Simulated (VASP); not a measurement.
# Settings for Nb: self-consistent run

Nb, I4/mmm (no. 139), 1 atom in the cell. LDA; PAW potentials Nb_sv (LDA set). VASP 6.6.1.

Wanted: stress within 0.2 GPa.

What the run is for: stress; Accuracy asked: standard.

POSCAR:
```
Nb
1.0
    0.0000000000      2.1150000000      2.1361500000
    2.1150000000      0.0000000000      2.1361500000
    2.1150000000      2.1150000000      0.0000000000
Nb
1
Direct
    0.0000000000      0.0000000000      0.0000000000
```

The series start from Plane-wave cutoff (eV): 380; Smearing width (eV): 0.1; k-point mesh: 15 × 15 × 15; Precision mode (PREC): Accurate; Electronic threshold (eV): 1e-6; Bands in all (NBANDS): 16; Electronic algorithm: ALGO=Normal; Delay and inner steps: defaults; Use of symmetry (ISYM): defaults. Each series keeps the choices made before it, and each single choice may use up half of a tolerance.

## Plane-wave cutoff (eV)

| Plane-wave cutoff (eV) | Stress, largest deviation (GPa) | SCF iterations | Time (s) |
|---|---|---|---|
| 240 | 15.63 | 13 | 8.4 |
| 300 | 1.21 | 11 | 16 |
| 340 | 0.70 | 11 | 18 |
| 380 | 0.62 | 11 | 20 |
| 440 | 0.32 | 11 | 22 |
| 520 | 0.02 | 11 | 22 |
| 620 (reference) | 0.00 | 11 | 25 |

Chosen: 520, the loosest value from which every tighter one stays within half of the tolerance.

## Smearing width (eV)

| Smearing width (eV) | Stress, largest deviation (GPa) | SCF iterations | Time (s) |
|---|---|---|---|
| 0.4 | 0.55 | 11 | 24 |
| 0.3 | 0.62 | 11 | 23 |
| 0.2 | 0.64 | 11 | 22 |
| 0.15 | 0.56 | 11 | 22 |
| 0.1 | 0.37 | 11 | 22 |
| 0.05 (reference) | 0.00 | 11 | 23 |

Chosen: 0.05; the next looser run is off by more than half of the tolerance, so convergence isn't shown beyond this value.

## k-point mesh

| k-point mesh | Stress, largest deviation (GPa) | SCF iterations | Time (s) |
|---|---|---|---|
| 5 × 5 × 5 | 4.56 | 12 | 3.2 |
| 6 × 6 × 6 | 1.06 | 12 | 3.5 |
| 8 × 8 × 8 | 0.84 | 11 | 5.6 |
| 10 × 10 × 10 | 0.25 | 11 | 8.7 |
| 12 × 12 × 12 | 0.25 | 11 | 14 |
| 15 × 15 × 15 | 0.55 | 11 | 23 |
| 18 × 18 × 18 | 0.24 | 11 | 38 |
| 21 × 21 × 21 (reference) | 0.00 | 11 | 56 |

Chosen: 21 × 21 × 21; the next looser run is off by more than half of the tolerance, so convergence isn't shown beyond this value.

## Precision mode (PREC)

| Precision mode (PREC) | Stress, largest deviation (GPa) | SCF iterations | Time (s) |
|---|---|---|---|
| Low | 0.01 | 11 | 48 |
| SingleN | 0.01 | 11 | 47 |
| Normal | 0.00 | 11 | 47 |
| Accurate (reference) | 0.00 | 11 | 56 |

Chosen: Low.

## Electronic threshold (eV)

| Electronic threshold (eV) | Stress, largest deviation (GPa) | SCF iterations | Time (s) |
|---|---|---|---|
| 0.001 | 0.40 | 9 | 38 |
| 0.0001 | 0.51 | 9 | 52 |
| 1e-5 | 0.34 | 10 | 54 |
| 1e-6 | 0.05 | 11 | 48 |
| 1e-7 | 0.03 | 12 | 68 |
| 1e-8 (reference) | 0.00 | 14 | 76 |

Chosen: 1e-6.

## Bands in all (NBANDS)

| Bands in all (NBANDS) | Stress, largest deviation (GPa) | SCF iterations | Time (s) |
|---|---|---|---|
| 8 | 0.02 | 12 | 31 |
| 9 | 0.01 | 12 | 36 |
| 11 | 0.01 | 11 | 38 |
| 13 | 0.01 | 11 | 42 |
| 16 | 0.01 | 11 | 48 |
| 25 (reference) | 0.00 | 11 | 76 |

Chosen: 8.

## Electronic algorithm

| Electronic algorithm | Stress, largest deviation (GPa) | SCF iterations | Time (s) |
|---|---|---|---|
| ALGO=Normal | 0.00 | 12 | 31 |
| ALGO=Fast | 0.27 | 29 | 63 |
| ALGO=VeryFast | no result | 120 | 247 |
| ALGO=All ISEARCH=1 | 0.01 | 24 | 43 |
| ALGO=All ISEARCH=0 | 0.01 | 24 | 41 |
| ALGO=Damped TIME=0.4 | no result | 120 | 196 |
| ALGO=Damped TIME=0.1 | no result | 120 | 151 |

Chosen: ALGO=Normal; no other choice that stays within half of the tolerance saves 30 % of the time.

## Delay and inner steps

| Delay and inner steps | Stress, largest deviation (GPa) | SCF iterations | Time (s) |
|---|---|---|---|
| defaults | 0.00 | 12 | 31 |
| NELMDL=-2 | 0.01 | 10 | 23 |
| NELMDL=-8 | 0.02 | 15 | 35 |
| NELMDL=-12 | 0.02 | 19 | 42 |
| NRMM=2 | 0.11 | 25 | 45 |
| NRMM=6 | 0.02 | 12 | 29 |
| WEIMIN=0.001 | 0.00 | 12 | 27 |

Chosen: defaults.

## Use of symmetry (ISYM)

| Use of symmetry (ISYM) | Stress, largest deviation (GPa) | SCF iterations | Time (s) |
|---|---|---|---|
| defaults | 0.00 | 12 | 31 |
| ISYM=1 | 0.00 | 12 | 27 |
| ISYM=0 | 0.00 | 12 | 167 |
| ISYM=-1 | 0.00 | 12 | 364 |

Chosen: defaults.

## All choices together

| Input | Stress, largest deviation (GPa) | Time (s) |
|---|---|---|
| the program's defaults (naive) | 1.55 | 1.0 |
| chosen settings | 0.05 | 31 |
| reference settings throughout | 0.00 | 125 |

The chosen settings stay within the tolerance of the reference run, but the reference itself isn't shown to be converged in: Smearing width (eV), k-point mesh.

Values of the reference run: Stress: -12.81, 0, 0, 0, -12.81, 0, 0, 0, -10.41 GPa.

## The input

INCAR:
```
  ALGO = Normal
  EDIFF = 1E-6
  ENCUT = 520
  GGA = CA
  GGA_COMPAT = False
  ISIF = 2
  ISMEAR = 1
  LASPH = True
  LCHARG = False
  LREAL = False
  LWAVE = False
  NBANDS = 8
  NELM = 120
  PREC = Low
  SIGMA = 0.05
```

KPOINTS:
```
Automatic mesh
0
Gamma
  21 21 21
  0 0 0
```

Commands:
```
cat potpaw_LDA.64/Nb_sv/POTCAR > POTCAR
mpirun -np 1 vasp_std > vasp.out
```

The chosen input took VASP 6.6.1 31 s on 1 core (Intel Xeon 6975P-C (Granite Rapids)), a shared host.

## An input that fails: too few bands

VASP's message: The number of bands is not sufficient to hold all electrons. I am sorry, but this calculation does not make sense. If you want to calculate only selected states, you need to set either EFERMI or EREF. EREF specifies around which energy states are supposed to be calculated. I found NBANDS = 5, NELECT = ….

Changes against the starting input:
```
- NELM = 120
- NBANDS = 16
+ NELM = 77
+ NBANDS = 5
```
